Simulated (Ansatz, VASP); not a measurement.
**Si: VASP beside Ansatz**

```xyz
2
Lattice="2.8270 0.0000 0.0000 -1.4135 2.4482 0.0000 0.0000 0.0000 4.5087" Properties=species:S:1:pos:R:3 pbc="T T T"
Si    0.0000    1.6321    1.1272
Si    1.4135    0.8161    3.3815
```

Alike in both runs: task single point; functional PBE; k mesh 18 × 18 × 10; occupations gaussian, width 0.1 eV; no spin polarisation.

|  | VASP | Ansatz |
| --- | --- | --- |
| version | VASP 6.6.1 | Ansatz 0.2.0 |
| potentials or method | VASP PAW PBE potentials, release 64 (Si) | scalar-relativistic, plane waves, PAW |
| plane-wave cutoff (eV) | 520 | 420 |
| valence electrons in the cell | 8 | 8 |

VASP gave:

| Property | Result |
| --- | --- |
| gap on the k mesh at the Fermi level (eV) | none |
| pressure (GPa) | -6.0 |
| largest component of the traceless stress (GPa) | 1.81 |

Task: What did Ansatz give for the same quantities?

Result: gap on the k mesh at the Fermi level (eV): none; pressure (GPa): -6.0; largest component of the traceless stress (GPa): 1.82.

A gap of «none» marks a metal or a gap that the smearing closes.
